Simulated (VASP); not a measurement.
# ZnCu (Pm-3m) in VASP: notebook

One crystal, ZnCu, is run at these levels: PBEsol; tasks: single point.

Everything below comes from runs of VASP 6.6.1. Logs are shortened: lines on timing, memory, paths and dates and some standing lists are left out, and cuts for length are marked.

## 1. The structure

It takes space group Pm-3m (No. 221, cubic). Conventional cell: a = 2.945 Å, b = 2.945 Å, c = 2.945 Å, α = 90.00°, β = 90.00°, γ = 90.00°. Around Zn (site symmetry m-3m) lie 8 Cu at 2.55 Å. Cu (site symmetry m-3m) is surrounded by 8 Zn at 2.55 Å.

## 2. Single point, PBEsol

The input, INCAR:

```
SYSTEM = ZnCu
ALGO     = Normal         ! electronic algorithm
EDIFF    = 1E-7           ! SCF threshold, eV
ENCUT    = 520            ! plane-wave cutoff, eV
GGA      = PS             ! functional
ISIF     = 2              ! what is computed and relaxed
ISMEAR   = 0              ! smearing method
LASPH    = .True.         ! aspherical terms in the spheres
LCHARG   = .False.        ! write CHGCAR
LREAL    = .False.        ! projectors in reciprocal space
LWAVE    = .False.        ! write WAVECAR
NBANDS   = 18             ! bands
NELM     = 100            ! most SCF steps
PREC     = Accurate       ! precision mode
SIGMA    = 0.15           ! smearing width, eV
```

The input, KPOINTS:

```
k-points
0
Gamma
  18 18 18
  0 0 0
```

The input, POSCAR:

```
ZnCu
1.0
    2.9450000000      0.0000000000      0.0000000000
    0.0000000000      2.9450000000      0.0000000000
    0.0000000000      0.0000000000      2.9450000000
Zn Cu
1 1
Direct
    0.5000000000      0.5000000000      0.5000000000
    0.0000000000      0.0000000000      0.0000000000
```

Potentials or basis: VASP PAW PBE potentials, release 64 (Zn, Cu).

On the command line:

```console
> cat potpaw_PBE.64/Zn/POTCAR potpaw_PBE.64/Cu/POTCAR > POTCAR
> mpirun -np 1 vasp_std > vasp.out
```

OUTCAR:

```text
SYSTEM = ZnCu
   EDIFF = 1E-7
   ENCUT = 520
   GGA = PS
   ISIF = 2
   ISMEAR = 0
   LASPH = .True.
   LREAL = .False.
   NELM = 100
   PREC = Accurate

 ion  position               nearest neighbor table
   1  0.500  0.500  0.500-   2 2.55   2 2.55   2 2.55   2 2.55   2 2.55   2 2.55   2 2.55   2 2.55

   2  0.000  0.000  0.000-   1 2.55   1 2.55   1 2.55   1 2.55   1 2.55   1 2.55   1 2.55   1 2.55

  LATTYP: Found a simple cubic cell.
 ALAT       =     2.9450000000

  Lattice vectors:

 A1 = (   2.9450000000,   0.0000000000,   0.0000000000)
 A2 = (   0.0000000000,   2.9450000000,   0.0000000000)
 A3 = (   0.0000000000,   0.0000000000,   2.9450000000)

Analysis of symmetry for initial positions (statically):
=====================================================================
 Subroutine PRICEL returns:
 Original cell was already a primitive cell.

 Routine SETGRP: Setting up the symmetry group for a
 simple cubic supercell.

 Subroutine GETGRP returns: Found 48 space group operations
 (whereof 48 operations were pure point group operations)
 out of a pool of 48 trial point group operations.

The static configuration has the point symmetry O_h .

Analysis of symmetry for dynamics (positions and initial velocities):
=====================================================================
 Subroutine PRICEL returns:
 Original cell was already a primitive cell.

 Routine SETGRP: Setting up the symmetry group for a
 simple cubic supercell.

 Subroutine GETGRP returns: Found 48 space group operations
 (whereof 48 operations were pure point group operations)
 out of a pool of 48 trial point group operations.

The dynamic configuration has the point symmetry O_h .

 Subroutine INISYM returns: Found 48 space group operations
 (whereof 48 operations are pure point group operations),
 and found     1 'primitive' translations

----------------------------------------------------------------------------------------

                                     Primitive cell

  volume of cell :      25.5421

  direct lattice vectors                    reciprocal lattice vectors
     2.945000000  0.000000000  0.000000000     0.339558574  0.000000000  0.000000000
     0.000000000  2.945000000  0.000000000     0.000000000  0.339558574  0.000000000
     0.000000000  0.000000000  2.945000000     0.000000000  0.000000000  0.339558574

  length of vectors
     2.945000000  2.945000000  2.945000000     0.339558574  0.339558574  0.339558574

  position of ions in fractional coordinates (direct lattice)
     0.500000000  0.500000000  0.500000000
     0.000000000  0.000000000  0.000000000

  ion indices of the primitive-cell ions
   primitive index   ion index
                 1           1
                 2           2

----------------------------------------------------------------------------------------

 KPOINTS: k-points

Automatic generation of k-mesh.
 Grid dimensions read from file:
 generate k-points for:   18   18   18

 Generating k-lattice:

  Cartesian coordinates                     Fractional coordinates (reciprocal lattice)
     0.018864365  0.000000000  0.000000000     0.055555556  0.000000000  0.000000000
     0.000000000  0.018864365  0.000000000     0.000000000  0.055555556  0.000000000
     0.000000000  0.000000000  0.018864365     0.000000000  0.000000000  0.055555556

  Length of vectors
     0.018864365  0.018864365  0.018864365

  Shift w.r.t. Gamma in fractional coordinates (k-lattice)
     0.000000000  0.000000000  0.000000000

 Subroutine IBZKPT returns following result:
 ===========================================

 Found    220 irreducible k-points:

 Following reciprocal coordinates:
            Coordinates               Weight
  0.000000  0.000000  0.000000      1.000000
  0.055556  0.000000  0.000000      6.000000
  0.111111  0.000000  0.000000      6.000000
  0.166667  0.000000  0.000000      6.000000
  0.222222  0.000000  0.000000      6.000000
  0.277778  0.000000  0.000000      6.000000
[... 16 lines left out ...]
  0.277778  0.111111  0.000000     24.000000
  0.333333  0.111111  0.000000     24.000000
 [... further k-points ...]
   k-points           NKPTS =    220   k-points in BZ     NKDIM =    220   number of bands    NBANDS=     18
   number of dos      NEDOS =    301   number of ions     NIONS =      2
   total plane-waves  NPLWV =  13824
   dimension x,y,z NGX =    24 NGY =   24 NGZ =   24
   dimension x,y,z NGXF=    48 NGYF=   48 NGZF=   48
   ions per type =               1   1
   NGX,Y,Z   is equivalent  to a cutoff of  13.55, 13.55, 13.55 a.u.
   NGXF,Y,Z  is equivalent  to a cutoff of  27.10, 27.10, 27.10 a.u.
 SYSTEM =  ZnCu
   PREC   = accura    normal or accurate (medium, high low for compatibility)
   ISTART =      0    job   : 0-new  1-cont  2-samecut
   ICHARG =      2    charge: 1-file 2-atom 10-const
   ISPIN  =      1    spin polarized calculation?
   LNONCOLLINEAR =      F non collinear calculations
   LSORBIT =      F    spin-orbit coupling
   LASPH  =      T    aspherical Exc in radial PAW
   ENCUT  =  520.0 eV  38.22 Ry    6.18 a.u.   5.48  5.48  5.48*2*pi/ulx,y,z
   NELM   =    100;   NELMIN=  2; NELMDL= -5     # of ELM steps
   EDIFF  = 0.1E-06   stopping-criterion for ELM
   LREAL  =      F    real-space projection
   EDIFFG = 0.1E-05   stopping-criterion for IOM
   NSW    =      0    number of steps for IOM
   IBRION =     -1    ionic relax: 0-MD 1-quasi-New 2-CG
   NFREE  =      0    steps in history (QN), initial steepest desc. (CG)
   ISIF   =      2    stress and relaxation
   ISYM   =      2    0-nonsym 1-usesym 2-fastsym
   POTIM  = 0.5000    time-step for ionic-motion
   TEBEG  =    0.0;   TEEND  =   0.0 temperature during run
   PSTRESS=    0.0 pullay stress
   NELECT =      23.0000    total number of electrons
   NUPDOWN=      -1.0000    fix difference up-down
   EMIN   =  10.00;   EMAX   =-10.00  energy-range for DOS
   EFERMI =   0.00;   METHOD = LEGACY
   ISMEAR =     0;   SIGMA  =   0.15  broadening in eV -4-tet -1-fermi 0-gaus
   EFERMI_NEDOS =   21; number of points for ismear=-14 and -15
   IALGO  =     38    algorithm
   IMIX   =      4    mixing-type and parameters
     AMIX     =   0.40;   BMIX     =  1.00
     AMIX_MAG =   1.60;   BMIX_MAG =  1.00
  volume/ion in A,a.u.               =      12.77        86.18
  Fermi-wavevector in a.u.,A,eV,Ry     =   1.580880  2.987429 34.003415  2.499180
  Thomas-Fermi vector in A             =   2.681040
   LORBIT       =      0    0 simple, 1 ext, 2 COOP (PROOUT), +10 PAW based schemes
   GGA     = PS    functional components
   LHFCALC =     F    Hartree Fock is set to
   AEXX    =    0.0000 exact exchange contribution
   IVDW    =     0    specifies the selected vdW correction
   LEPSILON=     F    determine dielectric tensor
   LRPA    =     F    only Hartree local field effects (RPA)
 non-spin polarized calculation
 Gauss-broadening in eV      SIGMA  =   0.15
  energy-cutoff  :      520.00
  volume of cell :       25.54
 maximum number of plane-waves:       715
 NGX is ok and might be reduce to    24
   NGX = 11   NGY = 11   NGZ = 11

 number of electron      23.0000000 magnetization

 Free energy of the ion-electron system (eV)
  ---------------------------------------------------
  ext. energy  EPLUGINS =         0.00000000
  ---------------------------------------------------
  free energy    TOTEN  =        -6.08802032 eV

  energy without entropy =       -6.08279325  energy(sigma->0) =       -6.08540679

 E-fermi :   5.3621     XC(G=0): -12.5654

 val. band max:        5.3602045694   @ k =   0.3333   0.2222   0.0556
 cond. band min:       5.3696233268   @ k =   0.5000   0.5000   0.2222
 fundamental gap:      0.0094187574
 Fermi energy:         5.3621499803

 k-point     1 :       0.0000    0.0000    0.0000
  band No.  band energies     occupation
      1      -5.0024      2.00000
      2      -2.4546      2.00000
      3      -2.4546      2.00000
      4      -1.7560      2.00000
      5      -1.7560      2.00000
      6      -1.7560      2.00000
[... 10 lines left out ...]
     17      17.6141      0.00000
     18      28.8008      0.00000

 k-point     2 :       0.0556    0.0000    0.0000
  band No.  band energies     occupation
      1      -4.9464      2.00000
      2      -2.4480      2.00000
      3      -2.4425      2.00000
      4      -1.7610      2.00000
      5      -1.7610      2.00000
      6      -1.7534      2.00000
[... 10 lines left out ...]
     17      17.9618      0.00000
     18      28.0839      0.00000

 k-point     3 :       0.1111    0.0000    0.0000
  band No.  band energies     occupation
      1      -4.7795      2.00000
      2      -2.4289      2.00000
      3      -2.4068      2.00000
      4      -1.7754      2.00000
      5      -1.7754      2.00000
      6      -1.7462      2.00000
[... 10 lines left out ...]
     17      19.2866      0.00000
     18      26.7851      0.00000

 k-point     4 :       0.1667    0.0000    0.0000
  band No.  band energies     occupation
      1      -4.5053      2.00000
      2      -2.3993      2.00000
      3      -2.3490      2.00000
      4      -1.7974      2.00000
      5      -1.7974      2.00000
      6      -1.7350      2.00000
[... 375 lines left out ...]
      4      -1.8375      2.00000
      5      -1.8319      2.00000
      6      -1.7421      2.00000
[... 10 lines left out ...]
     17      20.9265      0.00000
     18      23.4353      0.00000

 k-point    23 :       0.2778    0.1111    0.0000
  band No.  band energies     occupation
      1      -3.4876      2.00000
      2      -2.2936      2.00000
      3      -2.1488      2.00000
      4      -1.8614      2.00000
      5      -1.8402      2.00000
      6      -1.7345      2.00000
[... 10 lines left out ...]
     17      20.1066      0.00000
     18      22.6732      0.00000

 k-point    24 :       0.3333    0.1111    0.0000
  band No.  band energies     occupation
      1      -3.0297      2.00000
      2      -2.2571      2.00000
      3      -2.0736      2.00000
      4      -1.8893      2.00000
      5      -1.7539      2.00000
      6      -1.7271      2.00000
[... 10 lines left out ...]
     17      20.5529      0.00000
     18      21.2916      0.00000

 [... further k-points ...]

------------------------ aborting loop because EDIFF is reached ----------------------------------------

  FORCE on cell =-STRESS in cart. coord.  units (eV):
  Direction    XX          YY          ZZ          XY          YZ          ZX
  --------------------------------------------------------------------------------------
  -------------------------------------------------------------------------------------
  Total       -0.6344565     -0.6344565     -0.6344565      0.0000000     -0.0000000     -0.0000000
  in kB      -39.7975670    -39.7975670    -39.7975670      0.0000000     -0.0000000     -0.0000000
  external PRESSURE =     -39.7975670 kB  Pullay stress =       0.0000000 kB

 VOLUME and BASIS-vectors are now :
 -----------------------------------------------------------------------------
  energy-cutoff  :      520.00
  volume of cell :       25.54
      direct lattice vectors                 reciprocal lattice vectors
     2.945000000  0.000000000  0.000000000     0.339558574  0.000000000  0.000000000
     0.000000000  2.945000000  0.000000000     0.000000000  0.339558574  0.000000000
     0.000000000  0.000000000  2.945000000     0.000000000  0.000000000  0.339558574

 POSITION                                       TOTAL-FORCE (eV/Angst)
 -----------------------------------------------------------------------------------
      1.47250      1.47250      1.47250         0.000000      0.000000      0.000000
      0.00000      0.00000      0.00000         0.000000      0.000000      0.000000
 -----------------------------------------------------------------------------------
    total drift:                                0.000000      0.000000     -0.000000

  FREE ENERGIE OF THE ION-ELECTRON SYSTEM (eV)
  ---------------------------------------------------
  free  energy   TOTEN  =        -6.0880203184 eV

  energy  without entropy=       -6.0827932531  energy(sigma->0) =       -6.08540679
```

It took 42 s on 1 thread of Intel Xeon Platinum 8375C at 2.90GHz (Ice Lake), shared host; peak memory 0.22 GiB.

What came out:

```yaml
Free_energy: -6.0880 eV
Pressure: -4.0 GPa
Band_gap_on_the_k_mesh: none (metal or under the smearing width)
```

Caveat: the PAW data sets were made with another functional, which shifts forces and pressure a little.

## 3. Single point, PBEsol

The input, INCAR:

```
  PREC = Accurate
  ENCUT = 520
  EDIFF = 1E-6
  ISMEAR = 0
  SIGMA = 0.15
  LREAL = F
  LASPH = T
  NELM = 100
  ALGO = Fast
  ISIF = 2
  LWAVE = F
  LCHARG = T
  GGA = PS
  LELF = T
  LVHAR = T
  NBANDS = 18
```

The input, KPOINTS:

```
Automatic mesh
0
Gamma
  16 16 16
```

POSCAR is that of step 2.

Potentials or basis: VASP PAW PBE potentials, release 64 (Zn, Cu).

On the command line:

```console
> cat potpaw_PBE.64/Zn/POTCAR potpaw_PBE.64/Cu/POTCAR > POTCAR
> mpirun -np 1 vasp_std > vasp.out
```

Run time: 43 s. Hardware: 1 thread of Intel Xeon Platinum 8375C at 2.90GHz (Ice Lake), shared host; peak memory 0.2 GiB.

It converged, with:

```
Free energy            : -6.0865 eV
Pressure               : -3.7 GPa
Band gap on the k mesh : none (metal or under the smearing width)
```

Levels at points of the mesh, in eV from the Fermi level:
| k point | band 8 | band 9 | band 10 | band 11 | band 12 | band 13 | band 14 | band 15 | band 16 | band 17 |
| --- | --- | --- | --- | --- | --- | --- | --- | --- | --- | --- |
| (0.00, 0.00, 0.00) | -3.56 | -2.72 | -2.72 | -2.72 | 6.21 | 6.21 | 6.21 | 11.27 | 11.27 | 12.27 |
| (0.50, 0.00, 0.00) | -3.68 | -3.27 | -3.27 | -2.79 | -1.99 | 11.69 | 11.69 | 12.32 | 12.32 | 13.47 |
| (0.50, 0.50, 0.00) | -2.87 | -2.87 | -2.48 | -1.90 | -1.90 | 1.76 | 2.10 | 13.90 | 15.52 | 15.52 |
| (0.50, 0.50, 0.50) | -4.28 | -2.46 | -2.46 | 3.84 | 4.34 | 4.34 | 4.34 | 4.52 | 4.52 | 4.52 |

Caveat: the PAW data sets were made with another functional, which shifts forces and pressure a little.
